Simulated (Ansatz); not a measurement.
# SrTe: a single-point run

Wanted: a converged single-point run for SrTe, and a check of what comes out. The structure is shown as the input types it.

Computed with Ansatz 0.2.0 (density functional or hybrid calculation with the settings of its input, plane waves (as first typed), unless a step's input says otherwise).

1 further run of the same task is left out (for a known fault of the program).

## 1. The system as given

It takes space group Fm-3m (No. 225, cubic). The conventional cell has a = 6.706 Å, b = 6.706 Å, c = 6.706 Å, α = 90.00°, β = 90.00°, γ = 90.00°. Sr (site symmetry m-3m) has 6 Te at 3.35 Å as nearest neighbours. Around Te (site symmetry m-3m) lie 6 Sr at 3.35 Å.

Coordinates:

```cif
data_structure
_symmetry_space_group_name_H-M 'P 1'
_symmetry_Int_Tables_number 1
_cell_length_a 4.7415
_cell_length_b 4.7415
_cell_length_c 4.7415
_cell_angle_alpha 60.000
_cell_angle_beta 60.000
_cell_angle_gamma 60.000
_cell_volume 75.38
loop_
_atom_site_label
_atom_site_type_symbol
_atom_site_fract_x
_atom_site_fract_y
_atom_site_fract_z
_atom_site_occupancy
Sr1 Sr 0.00000 0.00000 0.00000 1
Te1 Te 0.50000 0.50000 0.50000 1
```

## 2. Input and run

The input, input.yaml:

```yaml
crystal:
  lattice:
    - [0.0, 3.352758202, 3.352758202]
    - [3.352758202, 0.0, 3.352758202]
    - [3.352758202, 3.352758202, 0.0]
  atoms:
    - { symbol: Sr, position: [0.0, 0.0, 0.0] }
    - { symbol: Te, position: [0.5, 0.5, 0.5] }
kpoints:
  mp_grid: { grid: [2, 4, 6] }
hamiltonian:
  xc: pbe
scf:
  occupations: { method: fixed }
  n_extra_bands: 4
output:
  forces: true
  stress: true
  eigenvalues: true
```

Started as:

```sh
ansatz run input.yaml --threads 4 --pin off --max-ram 3686MiB --backend cpu --events-out ev --progress --plain --runs-dir out
```

**Question.** How will this run end, and is anything wrong with its input?

This run ends as converged, with warnings (symmetry narrowed by mesh). Its log warns: «crystal.symmetry: narrowed to the stabiliser of the k-point mesh — unitary ops 48 → 4; excluded 44 operations that carry a point of the 2×4×6 mesh (shift [0, 0 ...»

Look at the input: kpoints.mp_grid.grid is [2, 4, 6]. Unequal divisions along equivalent axes break the crystal's symmetry in the sampling.

The test: set kpoints.mp_grid.grid to [4, 4, 4].
